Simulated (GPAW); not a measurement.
Input of a GPAW 26.7.0 run:

The input run.py:

```python
from ase import Atoms
from ase.dft.bandgap import bandgap
from ase.io import write
from ase.units import GPa
from gpaw import GPAW, PW

atoms = Atoms(['Ce', 'Ce'],
              cell=[[3.65, 0.0, 0.0],
                    [-1.825, 3.1609927238, 0.0],
                    [0.0, 0.0, 5.96]],
              scaled_positions=[[0.6666666667, 0.3333333333, 0.75],
                                [0.3333333333, 0.6666666667, 0.25]],
              pbc=True)
atoms.set_initial_magnetic_moments([2.5, 2.5])

calc = GPAW(mode=PW(800),
            xc='PBE',
            kpts={'size': (8, 8, 5), 'gamma': True},
            occupations={'name': 'fermi-dirac', 'width': 0.05},
            nbands=29,
            convergence={'density': 1e-05, 'energy': 1e-05},
            maxiter=150,
            txt='gpaw.txt')
atoms.calc = calc
energy = atoms.get_potential_energy()
forces = atoms.get_forces()
stress = atoms.get_stress()
calc.write('gs.gpw')
write('result.traj', atoms)
print(f'Energy: {energy:.6f} eV')
print('Forces (eV/A):')
print(forces.round(4))
print('Stress (GPa):', (stress / GPa).round(3))
print('Moments:', calc.get_magnetic_moments().round(3))
print('Fermi level:', round(calc.get_fermi_level(), 4), 'eV')
print(f'Gap: {bandgap(calc)[0]:.4f} eV, direct: {bandgap(calc, direct=True)[0]:.4f} eV')
```

Potentials or basis: GPAW PAW data sets (gpaw-data 1.2.1), pw.

Run with:

```sh
$ OMP_NUM_THREADS=1 python run.py
```

Estimate the net moment.

1.83 μB per cell.

Predict the pressure.

-4.2 GPa.

Caveat: one-centre terms of the f shell are cut off; the magnetic or orbital state may not be the lowest; spin-orbit coupling is left out, which moves the levels of the heavy elements. The state reached can hang on the start; a lower one may exist.
